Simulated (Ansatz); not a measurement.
**What a trial cell of CdS relaxes into**

All numbers below come from DFT PBE, scalar-relativistic, plane waves, PAW (Ansatz). Cutoff 420 eV, Γ-centred k mesh, Gaussian smearing, no spin polarisation in the final step.

CdS was placed on the NaTl (B32) structure type (Fd-3m, No. 227), with Cd in place of Na, S in place of Tl, at a guessed volume.

```
CELL_PARAMETERS angstrom
0.00000 3.75512 3.75512
3.75512 0.00000 3.75512
3.75512 3.75512 0.00000
ATOMIC_POSITIONS crystal
Cd 0.50000 0.50000 0.50000
Cd 0.75000 0.75000 0.75000
S 0.00000 0.00000 0.00000
S 0.25000 0.25000 0.25000
```

Steps on the 4×4×4 mesh (4 atoms). 7 of 7 steps are shown, and the free energy counts from the last. Trial steps that were taken back and renewals of the plane-wave basis can be among the rows.

| step | ΔF (meV/atom) | V (Å³/atom) | P (GPa) |
| --- | --- | --- | --- |
| 1 | 237.4 | 26.48 | -8.60 |
| 2 | 62.5 | 22.79 | -5.98 |
| 3 | 0.5 | 19.46 | 1.33 |
| 4 | -0.8 | 19.99 | -0.40 |
| 5 | 0.2 | 19.99 | -0.43 |
| 6 | 0.0 | 19.86 | -0.01 |
| 7 | 0.0 | 19.86 | -0.01 |

A final relaxation ran on a 12×12×12 mesh. The relaxed crystal, Fd-3m (No. 227):

```
Cd S
1.0
     0.00000    3.41816    3.41816
     3.41816    0.00000    3.41816
     3.41816    3.41816    0.00000
Cd S
2 2
Direct
  0.50000 0.50000 0.50000
  0.75000 0.75000 0.75000
  0.00000 0.00000 0.00000
  0.25000 0.25000 0.25000
```

```json
{"Volume per atom": "19.97 Å³", "Density": "6.01 g/cm³", "Energy over the elements": "0.31 eV/atom", "Gap on the 12×12×12 mesh": "0 eV (a metal)"}
```

The zero of energy is the elements' standard structures at the same level; no fitted shifts are applied.

The final run used a 12×12×12 mesh on its 4-atom cell and 0.10 eV smearing. The k mesh leaves about 4 meV/atom of noise in metals.

A structure relaxed within its symmetry needn't be a true minimum.

Cost: 3 runs of about 1.4 core-minutes in all, on Arm Neoverse N1 (shared hosts).